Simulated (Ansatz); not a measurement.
Born–Oppenheimer molecular dynamics of a periodic cell of 16 atoms, C (start crystal C, start structure diamond, volume 1 times the crystal's). It goes on from the last frame of an earlier run, with new velocities.

All numbers below come from DFT PBE-D3(BJ), scalar-relativistic, plane waves, PAW (Ansatz 0.2.0). Settings: accuracy low, cutoff 420 eV, k mesh 4x4x4, fermi-dirac smearing 0.24 eV, no spin polarisation.

* ensemble: NVT, Langevin thermostat
* time step: 1.5 fs
* steps asked: 220
* set temperature: 2240 K
* friction: 0.02 /fs
* temperature schedule: 165 steps to 300 K, then 55 steps to 300 K
* seed: 35393

First frame:

```xyz
16
Lattice="0.0000 3.5700 3.5700 3.5700 0.0000 3.5700 3.5700 3.5700 0.0000" Properties=species:S:1:pos:R:3
C 0.032 -0.416 0.554
C 0.918 0.488 1.317
C 1.787 1.414 0.408
C 2.669 2.222 1.241
C 1.631 -0.379 2.209
C 2.588 0.428 3.231
C 3.581 1.394 2.180
C 4.379 2.263 3.240
C -0.208 1.625 2.093
C 0.809 2.333 2.931
C 1.609 3.157 2.146
C 2.607 4.167 2.968
C 1.624 1.405 3.900
C 2.687 2.253 4.722
C 3.402 3.318 3.881
C 4.320 4.102 4.883
```

(1) What does the run give?

(2) What happens to the structure?

(3) How do temperature and energy run in time?

Results:

(1) The run went to its last step.

```
steps done                                               : 220
time covered                                             : 330 fs
mean temperature over the second half                    : 672 K
spread of the potential energy over the second half      : 36.1 meV per atom
mean potential energy of the second half above the start : -280.1 meV per atom
```

The schedule's set-point averaged 463 K over the second half and the system 672 K, so it lags behind the ramp. A run of 0.33 ps of so small a system gives no equilibrium averages. Limits of this set-up: low accuracy level.

(2) Mean squared displacements from the first frame to the last, about the centre of mass: C 0.03 Å². The details hang on the random start.

(3) 
| time (fs) | T (K) | potential energy less start (eV) |
| --- | --- | --- |
| 0.0 | 2100 | 0.000 |
| 27.0 | 2023 | -1.157 |
| 54.0 | 1853 | -2.039 |
| 81.0 | 1584 | -3.219 |
| 108.0 | 1638 | -2.673 |
| 135.0 | 1452 | -2.878 |
| 162.0 | 1154 | -3.629 |
| 189.0 | 715 | -3.351 |
| 216.0 | 885 | -3.797 |
| 243.0 | 658 | -4.465 |
| 270.0 | 425 | -5.002 |
| 297.0 | 433 | -4.953 |
| 324.0 | 384 | -5.241 |

Run time: 11 min on 1 thread of AMD EPYC 9R45 (Zen 5), with other jobs on the host, peak memory 0.52 GiB.
